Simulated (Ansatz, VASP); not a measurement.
CdS in VASP and in Ansatz

INCAR

```
SYSTEM = CdS
PREC = Accurate
ENCUT = 520
EDIFF = 1E-7
ISMEAR = 0
SIGMA = 0.01
LREAL = .FALSE.
LASPH = .TRUE.
NELM = 80
ALGO = Normal
ISIF = 2
LWAVE = .FALSE.
LCHARG = .FALSE.
GGA = PE
NBANDS = 26
```

File KPOINTS:

```
Automatic mesh
0
G
  9 9 4
  0 0 0
```

POSCAR

```
CdS
1.0
    4.1963020496      0.0000000000      0.0000000000
   -2.0981510248      3.6341041769      0.0000000000
    0.0000000000      0.0000000000      6.8304216542
Cd S
2 2
Direct
    0.3333333333      0.6666666667     -0.0275453804
    0.6666666667      0.3333333333      0.4724546196
    0.3333333333      0.6666666667      0.4045453804
    0.6666666667      0.3333333333      0.9045453804
```

Input for Ansatz:

```yaml
crystal:
  lattice:
    - [4.1963020496, 0.0, 0.0]
    - [-2.0981510248, 3.6341041769, 0.0]
    - [0.0, 0.0, 6.8304216542]
  atoms:
    - { symbol: Cd, position: [0.3333333333, 0.6666666667, -0.0275453804] }
    - { symbol: Cd, position: [0.6666666667, 0.3333333333, 0.4724546196] }
    - { symbol: S, position: [0.3333333333, 0.6666666667, 0.4045453804] }
    - { symbol: S, position: [0.6666666667, 0.3333333333, 0.9045453804] }
basis:
  ecutwfc: 420
  xc_grid: 2
kpoints:
  mp_grid: { grid: [9, 9, 4] }
hamiltonian:
  xc: pbe
  pseudopotentials: { kind: paw, azcp: { folder: soft_1 } }
scf:
  occupations: { method: fixed }
output:
  forces: true
  stress: true
  eigenvalues: true
  polarization: {}
```

Change from the starting cell: polar distortion scaled by 0.55.

Alike in both runs: task single point; functional PBE; k mesh 9 × 9 × 4; no spin polarisation.

|  | VASP | Ansatz |
| --- | --- | --- |
| version | VASP 6.6.1 | Ansatz 0.2.0 |
| potentials or method | VASP PAW PBE potentials, release 64 (Cd, S) | scalar-relativistic, plane waves, PAW |
| plane-wave cutoff (eV) | 520 | 420 |
| occupations | gaussian, width 0.01 eV | fixed |
| valence electrons in the cell | 36 | 52 |

```csv
,VASP,Ansatz,Ansatz less VASP
gap on the k mesh at the Fermi level (eV),1.29,1.29,-0.004
least direct gap on the mesh (eV),1.29,1.29,-0.004
pressure (GPa),2.1,1.7,-0.33
largest component of the traceless stress (GPa),4.13,3.92,-0.215
rms of the force components (eV/Å),0.356,0.345,-0.0105
```

Atom by atom the forces differ by 0.011 eV/Å (rms over components). The two sets of potentials don't hold the same shells in valence.
